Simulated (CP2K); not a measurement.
Crystal: Sn.

```xyz
1
Lattice="3.3156 0.0000 0.0000 -1.6519 2.8748 0.0000 -0.8319 -1.4374 2.8697" Properties=species:S:1:pos:R:3 pbc="T T T"
Sn    0.0000    0.0000    0.0000
```

This isn't the form of Sn at room conditions, which is tetragonal (white tin).

Base run:

- Program: CP2K 2026.2
- Functional: revPBE
- Potentials or basis: POTENTIAL_UZH Sn GTH-PBE-q4; TZVP-MOLOPT-PBE-GTH basis
- Density cutoff: 9184 eV
- k mesh: 10 × 10 × 10
- Occupations: fermi-dirac, width 0.05 eV
- Spin: no spin polarisation

Its results: band gap on the k mesh none (metal or under the smearing width); pressure 2.1 GPa.

Q: After a change of settings the same cell gave: band gap on the k mesh none (metal or under the smearing width); pressure 1.2 GPa. Which change was it?
A. functional from revPBE to PBEsol
B. functional from revPBE to TPSS
C. functional from revPBE to BEEF-vdW
D. functional from revPBE to HLE16

A: A.

PBEsol binds more tightly than revPBE, so the same cell stands under less pressure.

Caveats: the potentials were made for another functional, which shifts forces and pressure; the basis of atomic orbitals isn't converged, which shifts pressures, moduli and gaps.

Runs at the PBE level aren't shown here.
